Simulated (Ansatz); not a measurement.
## WS2: H interstitial

These are results of DFT PBE, scalar-relativistic, plane waves, PAW (Ansatz 0.2.0), not measurements. Settings: 420 eV cutoff, 2×2×2 k-mesh, shifted by half a step, Gaussian smearing of 0.01 eV, collinear spin in charge 0 alone.

Host crystal, relaxed:

```xyz
3
Lattice="1.5939 0.9202 7.4744 -1.5939 0.9202 7.4744 0.0000 -1.8404 7.4744" Properties=species:S:1:pos:R:3 pbc="T T T"
W     0.0000    0.0000    0.0152
S     0.0000    0.0000    9.0607
S     0.0000    0.0000    5.9186
```

Supercell of 39 atoms, rows in host cell vectors: -2 1 2; 2 -2 1; 1 2 -2. Atoms relax at the host's cell from a start displaced at random by 0.06 Å near the defect, so other minima may exist. The cell is small, so energies carry finite-size errors of tenths of an eV. The host's Kohn–Sham gap is 1.64 eV.

Spin-orbit coupling is left out, which matters for the bands and energies of heavy elements.

Defect: H interstitial at (0.031, 0.031, 0.406) of the host cell, charge -1.

**Question.** Give the relaxed supercell.

**Answer.**
```
W S H
1.0
    -4.78162   -4.60112    7.47445
     6.37549   -1.84045    7.47445
    -1.59387    6.44156    7.47445
W S H
13 26 1
Direct
  0.69071 0.07822 0.23325
  0.00326 0.00643 0.00373
  0.45991 0.38314 0.15761
  0.92344 0.76988 0.31216
  0.38479 0.15328 0.46531
  0.84380 0.53754 0.62123
  0.76191 0.30331 0.92264
  0.23039 0.69133 0.08186
  0.15415 0.46114 0.39014
  0.61482 0.84603 0.54269
  0.07817 0.23099 0.70422
  0.53709 0.61440 0.84942
  0.30910 0.92309 0.77433
  0.09445 0.48256 0.63930
  0.40450 0.40251 0.40686
  0.86395 0.78684 0.56251
  0.33018 0.17187 0.71513
  0.78726 0.55013 0.87143
  0.25282 0.94023 0.02418
  0.17292 0.71088 0.33117
  0.63453 0.09562 0.48308
  0.55899 0.86288 0.79262
  0.04932 0.24687 0.95220
  0.48034 0.63210 0.09924
  0.94008 0.02031 0.25596
  0.71244 0.32612 0.17010
  0.95675 0.33875 0.50167
  0.26102 0.26290 0.26905
  0.72529 0.64835 0.42075
  0.18477 0.03463 0.57851
  0.64383 0.41809 0.72515
  0.10821 0.80526 0.88450
  0.03173 0.57092 0.19238
  0.49375 0.95505 0.34421
  0.41540 0.72588 0.65173
  0.88185 0.10710 0.80551
  0.33785 0.49404 0.95980
  0.80424 0.88036 0.11234
  0.56555 0.18377 0.03746
  0.20152 0.20731 0.96034
```
Around the defect: 1 S at 1.46 Å, 2 S at 2.44 Å, 2 W at 3.11 Å. The run ended with a moment of 0.00 μB (no spin polarisation).

This form isn't the usual stable structure of the compound.